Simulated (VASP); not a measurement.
# Mg3Sb2 (P-3m1) in VASP: further runs

Runs on Mg3Sb2. Level: PBEsol. Tasks: relaxation of shape and atoms at fixed volume.

Program: VASP 6.6.1. These are calculated values, not measurements. Logs are shortened: lines on timing, memory, paths and dates and some standing lists are left out, and cuts for length are marked.

### Step 1. Starting point

The structure is trigonal, space group P-3m1 (No. 164). Conventional cell: a = 4.555 Å, b = 4.555 Å, c = 7.186 Å, α = 90.00°, β = 90.00°, γ = 120.00°. Around Mg (site symmetry 3m) lie 4 Sb at 2.83 to 2.94 Å and 3 Mg at 3.25 Å. Mg (site symmetry -3m) is surrounded by 6 Sb at 3.08 Å. Sb (site symmetry 3m) has 7 Mg at 2.83 to 3.08 Å as nearest neighbours.

### Step 2. Relaxation of shape and atoms at fixed volume, PBEsol

The input, INCAR:

```
SYSTEM = Mg3Sb2
ALGO = Normal
EDIFF = 1E-7
EDIFFG = -0.01
ENCUT = 600
GGA = PS
IBRION = 2
ISIF = 4
ISMEAR = 0
LASPH = .True.
LCHARG = .False.
LREAL = .False.
LWAVE = .False.
NELM = 80
NSW = 40
PREC = Accurate
SIGMA = 0.03
```

The input, KPOINTS:

```
k-points
0
Gamma
  9 9 5
  0 0 0
```

The input, POSCAR:

```
Mg3Sb2                                  
1.0
    4.5546491326     -0.0000000000      0.0000000000
   -2.2773245663      3.9444418541     -0.0000000000
    0.0000000000      0.0000000000      7.1860071754
  Mg              Sb            
     3     2
Direct
     0.3333333332999970    0.6666666667000030    0.6325098387269918
     0.6666666667000030    0.3333333332999970    0.3674901612730081
     1.0000000000000000    0.0000000000000000    0.0000000000000000
     0.3333333332999970    0.6666666667000030    0.2237411491358341
     0.6666666667000030    0.3333333332999970    0.7762588508641659
```

Potentials or basis: VASP PAW PBE potentials, release 64 (Mg, Sb).

The run is started by

```console
> cat potpaw_PBE.64/Mg/POTCAR potpaw_PBE.64/Sb/POTCAR > POTCAR
> mpirun -np 1 vasp_std > vasp.out
```

OUTCAR:

```text
SYSTEM = Mg3Sb2
   EDIFF = 1E-7
   EDIFFG = -0.01
   ENCUT = 600
   GGA = PS
   IBRION = 2
   ISIF = 4
   ISMEAR = 0
   LASPH = .True.
   LREAL = .False.
   NELM = 80
   NSW = 40
   PREC = Accurate

 ion  position               nearest neighbor table
   1  0.333  0.667  0.633-   5 2.83   5 2.83   5 2.83   4 2.94   2 3.25   2 3.25   2 3.25
   2  0.667  0.333  0.367-   4 2.83   4 2.83   4 2.83   5 2.94   1 3.25   1 3.25   1 3.25
   3  0.000  0.000  0.000-   4 3.08   5 3.08   4 3.08   5 3.08   5 3.08   4 3.08
   4  0.333  0.667  0.224-   2 2.83   2 2.83   2 2.83   1 2.94   3 3.08   3 3.08   3 3.08
   5  0.667  0.333  0.776-   1 2.83   1 2.83   1 2.83   2 2.94   3 3.08   3 3.08   3 3.08

  LATTYP: Found a hexagonal cell.
 ALAT       =     4.5546491326
 C/A-ratio  =     1.5777301316

  Lattice vectors:

 A1 = (   4.5546491326,   0.0000000000,   0.0000000000)
 A2 = (  -2.2773245663,   3.9444418541,   0.0000000000)
 A3 = (   0.0000000000,   0.0000000000,   7.1860071754)

Analysis of symmetry for initial positions (statically):
=====================================================================
 Subroutine PRICEL returns:
 Original cell was already a primitive cell.

 Routine SETGRP: Setting up the symmetry group for a
 hexagonal supercell.

 Subroutine GETGRP returns: Found 12 space group operations
 (whereof 12 operations were pure point group operations)
 out of a pool of 24 trial point group operations.

The static configuration has the point symmetry D_3d.

Analysis of symmetry for dynamics (positions and initial velocities):
=====================================================================
 Subroutine PRICEL returns:
 Original cell was already a primitive cell.

 Routine SETGRP: Setting up the symmetry group for a
 hexagonal supercell.

 Subroutine GETGRP returns: Found 12 space group operations
 (whereof 12 operations were pure point group operations)
 out of a pool of 24 trial point group operations.

The dynamic configuration has the point symmetry D_3d.

 Subroutine INISYM returns: Found 12 space group operations
 (whereof 12 operations are pure point group operations),
 and found     1 'primitive' translations

----------------------------------------------------------------------------------------

                                     Primitive cell

  volume of cell :     129.1006

  direct lattice vectors                    reciprocal lattice vectors
     4.554649133  0.000000000  0.000000000     0.219555880  0.126760647  0.000000000
    -2.277324566  3.944441854  0.000000000     0.000000000  0.253521293  0.000000000
     0.000000000  0.000000000  7.186007175     0.000000000  0.000000000  0.139159338

  length of vectors
     4.554649133  4.554649133  7.186007175     0.253521293  0.253521293  0.139159338

  position of ions in fractional coordinates (direct lattice)
     0.333333333  0.666666667  0.632509839
     0.666666667  0.333333333  0.367490161
     0.000000000  0.000000000  0.000000000
     0.333333333  0.666666667  0.223741149
     0.666666667  0.333333333  0.776258851

  ion indices of the primitive-cell ions
   primitive index   ion index
                 1           1
                 2           2
                 3           3
                 4           4
                 5           5

----------------------------------------------------------------------------------------

 KPOINTS: k-points

Automatic generation of k-mesh.
 Grid dimensions read from file:
 generate k-points for:    9    9    5

 Generating k-lattice:

  Cartesian coordinates                     Fractional coordinates (reciprocal lattice)
     0.024395098  0.014084516  0.000000000     0.111111111  0.000000000  0.000000000
     0.000000000  0.028169033  0.000000000     0.000000000  0.111111111  0.000000000
     0.000000000  0.000000000  0.027831868     0.000000000  0.000000000  0.200000000

  Length of vectors
     0.028169033  0.028169033  0.027831868

  Shift w.r.t. Gamma in fractional coordinates (k-lattice)
     0.000000000  0.000000000  0.000000000

 Subroutine IBZKPT returns following result:
 ===========================================

 Found     50 irreducible k-points:

 Following reciprocal coordinates:
            Coordinates               Weight
  0.000000  0.000000  0.000000      1.000000
  0.111111  0.000000  0.000000      6.000000
  0.222222  0.000000  0.000000      6.000000
  0.333333  0.000000  0.000000      6.000000
  0.444444  0.000000  0.000000      6.000000
  0.111111  0.111111  0.000000      6.000000
[... 16 lines left out ...]
  0.222222  0.111111  0.200000     12.000000
 -0.111111  0.333333  0.200000     12.000000
 [... further k-points ...]
   k-points           NKPTS =     50   k-points in BZ     NKDIM =     50   number of bands    NBANDS=     12
   number of dos      NEDOS =    301   number of ions     NIONS =      5
   total plane-waves  NPLWV =  77760
   dimension x,y,z NGX =    36 NGY =   36 NGZ =   60
   dimension x,y,z NGXF=    72 NGYF=   72 NGZF=  120
   ions per type =               3   2
   NGX,Y,Z   is equivalent  to a cutoff of  13.14, 13.14, 13.88 a.u.
   NGXF,Y,Z  is equivalent  to a cutoff of  26.28, 26.28, 27.76 a.u.
 SYSTEM =  Mg3Sb2
   PREC   = accura    normal or accurate (medium, high low for compatibility)
   ISTART =      0    job   : 0-new  1-cont  2-samecut
   ICHARG =      2    charge: 1-file 2-atom 10-const
   ISPIN  =      1    spin polarized calculation?
   LNONCOLLINEAR =      F non collinear calculations
   LSORBIT =      F    spin-orbit coupling
   LASPH  =      T    aspherical Exc in radial PAW
   ENCUT  =  600.0 eV  44.10 Ry    6.64 a.u.   9.10  9.10 14.35*2*pi/ulx,y,z
   NELM   =     80;   NELMIN=  2; NELMDL= -5     # of ELM steps
   EDIFF  = 0.1E-06   stopping-criterion for ELM
   LREAL  =      F    real-space projection
   EDIFFG = -.1E-01   stopping-criterion for IOM
   NSW    =     40    number of steps for IOM
   IBRION =      2    ionic relax: 0-MD 1-quasi-New 2-CG
   NFREE  =      1    steps in history (QN), initial steepest desc. (CG)
   ISIF   =      4    stress and relaxation
   ISYM   =      2    0-nonsym 1-usesym 2-fastsym
   POTIM  = 0.5000    time-step for ionic-motion
   TEBEG  =    0.0;   TEEND  =   0.0 temperature during run
   PSTRESS=    0.0 pullay stress
   NELECT =      16.0000    total number of electrons
   NUPDOWN=      -1.0000    fix difference up-down
   EMIN   =  10.00;   EMAX   =-10.00  energy-range for DOS
   EFERMI =   0.00;   METHOD = LEGACY
   ISMEAR =     0;   SIGMA  =   0.03  broadening in eV -4-tet -1-fermi 0-gaus
   EFERMI_NEDOS =   21; number of points for ismear=-14 and -15
   IALGO  =     38    algorithm
   IMIX   =      4    mixing-type and parameters
     AMIX     =   0.40;   BMIX     =  1.00
     AMIX_MAG =   1.60;   BMIX_MAG =  1.00
  volume/ion in A,a.u.               =      25.82       174.24
  Fermi-wavevector in a.u.,A,eV,Ry     =   0.816217  1.542426  9.064332  0.666210
  Thomas-Fermi vector in A             =   1.926445
   LORBIT       =      0    0 simple, 1 ext, 2 COOP (PROOUT), +10 PAW based schemes
   GGA     = PS    functional components
   LHFCALC =     F    Hartree Fock is set to
   AEXX    =    0.0000 exact exchange contribution
   IVDW    =     0    specifies the selected vdW correction
   LEPSILON=     F    determine dielectric tensor
   LRPA    =     F    only Hartree local field effects (RPA)
 conjugate gradient relaxation of ions
 non-spin polarized calculation
 Gauss-broadening in eV      SIGMA  =   0.03
  energy-cutoff  :      600.00
  volume of cell :      129.10
 maximum number of plane-waves:      4353
   NGX = 19   NGY = 19   NGZ = 29

 number of electron      15.9999999 magnetization

 Free energy of the ion-electron system (eV)
  ---------------------------------------------------
  ext. energy  EPLUGINS =         0.00000000
  ---------------------------------------------------
  free energy    TOTEN  =       -16.16070721 eV

  energy without entropy =      -16.16070707  energy(sigma->0) =      -16.16070714

 E-fermi :   4.6160     XC(G=0):  -8.9447

 val. band max:        4.5400447059   @ k =   0.0000   0.0000   0.0000
 cond. band min:       4.7013474825   @ k =   0.0000   0.4444   0.4000
 fundamental gap:      0.1613027767
 Fermi energy:         4.6159816806

 k-point     1 :       0.0000    0.0000    0.0000
  band No.  band energies     occupation
      1      -5.9052      2.00000
      2      -4.6045      2.00000
      3      -0.4995      2.00000
      4       3.3786      2.00000
      5       3.3786      2.00000
      6       4.1018      2.00000
      7       4.1018      2.00000
      8       4.5400      1.99966
      9       5.6269      0.00000
     10       5.6929      0.00000
     11       7.5325      0.00000
     12       7.5325      0.00000

 k-point     2 :       0.1111    0.0000    0.0000
  band No.  band energies     occupation
      1      -5.8183      2.00000
      2      -4.5538      2.00000
      3      -0.3916      2.00000
      4       2.5821      2.00000
      5       3.1306      2.00000
      6       3.3487      2.00000
      7       4.1092      2.00000
      8       4.4162      2.00000
      9       6.2591      0.00000
     10       6.3638      0.00000
     11       7.1319      0.00000
     12       7.7209      0.00000

 k-point     3 :       0.2222    0.0000    0.0000
  band No.  band energies     occupation
      1      -5.5695      2.00000
      2      -4.4273      2.00000
      3      -0.0756      2.00000
      4       1.3589      2.00000
      5       2.2605      2.00000
      6       2.7044      2.00000
      7       3.9706      2.00000
      8       3.9812      2.00000
      9       5.7631      0.00000
     10       6.8381      0.00000
     11       7.3435      0.00000
     12       7.7924      0.00000
[... 286 lines left out ...]
 k-point    23 :       0.2222    0.1111    0.2000
  band No.  band energies     occupation
      1      -5.2672      2.00000
      2      -4.4605      2.00000
      3       0.3118      2.00000
      4       0.9714      2.00000
      5       1.4754      2.00000
      6       2.3107      2.00000
      7       3.2299      2.00000
      8       3.7750      2.00000
      9       6.2023      0.00000
     10       6.4670      0.00000
     11       6.8904      0.00000
     12       7.5103      0.00000

 k-point    24 :      -0.1111    0.3333    0.2000
  band No.  band energies     occupation
      1      -5.2690      2.00000
      2      -4.4565      2.00000
      3       0.1932      2.00000
      4       1.1992      2.00000
      5       1.4320      2.00000
      6       2.3056      2.00000
      7       3.1846      2.00000
      8       3.7510      2.00000
      9       5.6858      0.00000
     10       6.7935      0.00000
     11       7.2227      0.00000
     12       7.8712      0.00000

 [... further k-points ...]
[... 5 lines left out ...]
  --------------------------------------------------------------------------------------
  -------------------------------------------------------------------------------------
  Total       -0.0088412     -0.0088412     -0.0003911     -0.0000000     -0.0000000      0.0000000
  in kB       -0.1097217     -0.1097217     -0.0048542     -0.0000000     -0.0000000      0.0000000
  external PRESSURE =      -0.0747659 kB  Pullay stress =       0.0000000 kB

 VOLUME and BASIS-vectors are now :
 -----------------------------------------------------------------------------
  energy-cutoff  :      600.00
  volume of cell :      129.10
      direct lattice vectors                 reciprocal lattice vectors
     4.554649133  0.000000000  0.000000000     0.219555880  0.126760647  0.000000000
    -2.277324566  3.944441854  0.000000000     0.000000000  0.253521293  0.000000000
     0.000000000  0.000000000  7.186007175     0.000000000  0.000000000  0.139159338

 POSITION                                       TOTAL-FORCE (eV/Angst)
 -----------------------------------------------------------------------------------
     -0.00000      2.62963      4.54522         0.000000     -0.000000     -0.003722
      2.27732      1.31481      2.64079        -0.000000      0.000000      0.003722
      0.00000      0.00000      0.00000        -0.000000      0.000000      0.000000
     -0.00000      2.62963      1.60781         0.000000     -0.000000      0.004985
      2.27732      1.31481      5.57820        -0.000000      0.000000     -0.004985
 -----------------------------------------------------------------------------------
    total drift:                                0.000000     -0.000000      0.000000

  FREE ENERGIE OF THE ION-ELECTRON SYSTEM (eV)
  ---------------------------------------------------
  free  energy   TOTEN  =       -16.1607072123 eV

  energy  without entropy=      -16.1607070668  energy(sigma->0) =      -16.16070714

 reached required accuracy - stopping structural energy minimisation
```

Wall time 86 s (1 thread of Intel Xeon Platinum 8488C (Sapphire Rapids), shared host); peak memory 0.32 GiB.

What came out:

| Property | Result |
| --- | --- |
| Free energy | -16.1607 eV |
| Pressure after relaxing | 0.0 GPa |
| Largest force after relaxing | 0.005 eV/Å |
| Band gap on the k mesh | 0.16 eV, indirect (least direct gap 1.09 eV) |

Forces in eV/Å, atoms in the order of the input:
```
Mg   0.000  0.000 -0.004
Mg   0.000  0.000  0.004
Mg   0.000  0.000  0.000
Sb   0.000  0.000  0.005
Sb   0.000  0.000 -0.005
```

Final structure:
```
Mg Sb
1.0
     4.55465    0.00000    0.00000
    -2.27732    3.94444    0.00000
     0.00000    0.00000    7.18601
Mg Sb
3 2
Direct
  0.33333 0.66667 0.63251
  0.66667 0.33333 0.36749
  0.00000 0.00000 0.00000
  0.33333 0.66667 0.22374
  0.66667 0.33333 0.77626
```

Caveat: the relaxation stopped at its first step, so nothing moved; the PAW data sets were made with another functional, which shifts forces and pressure a little; spin-orbit coupling is left out, which moves the levels of the heavy elements; an odd mesh through Γ misses points on the zone boundary, where band edges often lie.

(Continued in part 2 of 2.)
